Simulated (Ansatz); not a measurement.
The cell is COD entry 1010048, as deposited and not checked against the literature; nothing was relaxed. It is an old determination, and later ones may differ. The listed cell was then made from it by scaling, straining or moving an atom.

An input for RbBr: DFT, r2SCAN, PAW with Ansatz's default frozen-core files, scalar-relativistic (Ansatz 0.2.0). The PAW files were made with PBE; their cores are remade for this functional.

Command: `ansatz run input.yaml --threads 1 --pin off --max-ram 2048MiB --backend cpu --events-out ev --progress --plain --runs-dir out` The run took 6 s on 1 thread of Arm Neoverse V1, on a shared host, peak memory 0.52 GiB.

```yaml
crystal:
  lattice:
    - [0.0, 3.4726038566, 3.4726038566]
    - [3.4726038566, 0.0, 3.4726038566]
    - [3.4726038566, 3.4726038566, 0.0]
  atoms:
    - { symbol: Rb, position: [0.0, 0.0, 0.0] }
    - { symbol: Br, position: [0.5, 0.5, 0.5] }
kpoints:
  mp_grid: { grid: [7, 7, 7] }
scf:
  occupations: { method: fermi_dirac, width: 0.03 }
hamiltonian:
  xc: r2scan
  pseudopotentials: { kind: paw }
output:
  forces: true
  stress: true
  eigenvalues: true
  efg: { contact_densities: true }
```

The results part of the log:

```
SCF 1 converged in 6 iterations: F = -6074.832744 eV  dr2 = 3.07e-9
  greatest PAW one-centre occupation: 0.973 electrons in one spin orbital (limit 2), on the Rb atom at site 0 (counted from 0), in its partial waves of l = 0
SCF converged after 6 iterations
Free energy (F): -6074.832744 eV
Harris-Foulkes:  -6074.832744 eV  (|F-HF|=1.52e-9)
Internal energy: -6074.832744 eV  (E = F + TS)
E sigma→0 (E₀):  -6074.832744 eV
Fermi energy:    3.023218 eV
--- Per-component energies (eV) ---
  E_band       = -121.822268
  E_kinetic    = 327.957579
  E_local      = -814.692041  (includes V_loc(G=0)·N_el)
  E_nonlocal   = 241.902568
  E_hartree    = 211.981563
  E_xc         = -376.547857
  E_vxc        = -267.162536  (∫ρ·V_xc dr)
  E_paw        = -4904.906441  (= ΣΔE_a)
  E_vpaw       = -48.068932  (= ΣTr[D̂ρ^β])
  E_aug_tail   = -0.000001  (compensation charges beyond the density's cutoff)
  E_vtau       = 14.278843  (kinetic-family band-sum trace: ∫τ·v_τ [+ j·A + Jᵃ·Aᵃ] dr)
  E_ewald      = -760.222991
  E_core_change = -0.305121  (= ΣΔE_core)
  E_smearing   = -0.000000  (= −TS)
  E_closure    = -0.000000  (closes the sum)
  Σ components = -6074.832744   (vs F -6074.832744, Δ=0.00e0)
--- Forces (eV/Å), atoms counted from 1 ---
  atom   1  Rb    -0.00000000     0.00000000     0.00000000
  atom   2  Br     0.00000000    -0.00000000     0.00000000
  max |Σ_I F_I| component: 3.02e-30 eV/Å
--- Stress (GPa, compression-positive) ---
       -0.114425      -0.000000       0.000000
        0.000000      -0.114425       0.000000
       -0.000000      -0.000000      -0.114425
  P = ⅓ Tr σ = -0.1144 GPa (-1.144 kbar)
--- PAW observables at the nuclei: V_zz in 10²¹ V/m², potentials from the cell's mean, atoms counted from 1 ---
  atom   1  Rb V_zz =    +0.000000   η = 0.0000   by run symmetry: forbidden
            electrostatic potential = -5302.381979 V   contact ρ = 361686.434255 e/Å³
  atom   2  Br V_zz =    +0.000000   η = 0.0000   by run symmetry: forbidden
            electrostatic potential = -4904.924312 V   contact ρ = 292994.008115 e/Å³
--- Band table (eV; the first three rows and the last of 20) ---
  k-point 0: bands = ["-24.7208", "-12.0045", "-8.2290", "-8.2290", "-8.2290", "0.5552", "0.5552", "0.5552", "5.4222", "8.4274", "8.4274", "8.4274"]
  k-point 1: bands = ["-24.7193", "-12.0110", "-8.2301", "-8.2301", "-8.2207", "0.3473", "0.4926", "0.4926", "5.8804", "8.2641", "8.6694", "8.6694"]
  k-point 2: bands = ["-24.7160", "-12.0254", "-8.2327", "-8.2327", "-8.2021", "-0.0458", "0.3585", "0.3585", "6.9009", "8.2224", "9.3588", "9.3588"]
  k-point 19: bands = ["-24.7109", "-11.9825", "-8.3424", "-8.3086", "-8.2169", "0.0640", "0.1913", "0.2602", "7.7943", "8.4659", "9.5708", "9.8941"]
```
